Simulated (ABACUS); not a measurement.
Crystal: Au.

```xyz
1
Lattice="-1.6573 1.6573 1.6573 1.6573 -1.6573 1.6573 1.6573 1.6573 -1.6573" Properties=species:S:1:pos:R:3 pbc="T T T"
Au    0.0000    0.0000    0.0000
```

This isn't the form of Au at room conditions, which is fcc.

| Item | Value |
| --- | --- |
| Program | ABACUS 3.10.1 |
| Task | single point |
| Functional | PBE |
| Potentials or basis | PseudoDojo NC SR 0.4.1 PBE standard |
| Cutoff | 1034 eV |
| Density cutoff | 4136 eV |
| Basis | plane waves |
| k mesh | 11 × 11 × 11 |
| Occupations | fermi-dirac, width 0.05 eV |
| Spin | no spin polarisation |

On this cell: pressure -1.2 GPa; band gap on the k mesh none (metal or under the smearing width).

The same run follows on a disturbed copy (cell strained at random at fixed volume):

```
CELL_PARAMETERS angstrom
-1.66724 1.61085 1.66470
1.60373 -1.63568 1.62603
1.73643 1.70488 -1.68953
ATOMIC_POSITIONS crystal
Au 0.99012 0.98291 0.97870
```

**Question.** What does the disturbed cell give?

**Answer.** The energy (extrapolated to zero smearing) moves by +6.3 meV/atom; pressure -0.8 GPa; band gap on the k mesh none (metal or under the smearing width).

Stress tensor (GPa, compression positive):
```
-0.17 -2.08  1.93
-2.08 -0.78  0.25
 1.93  0.25 -1.53
```
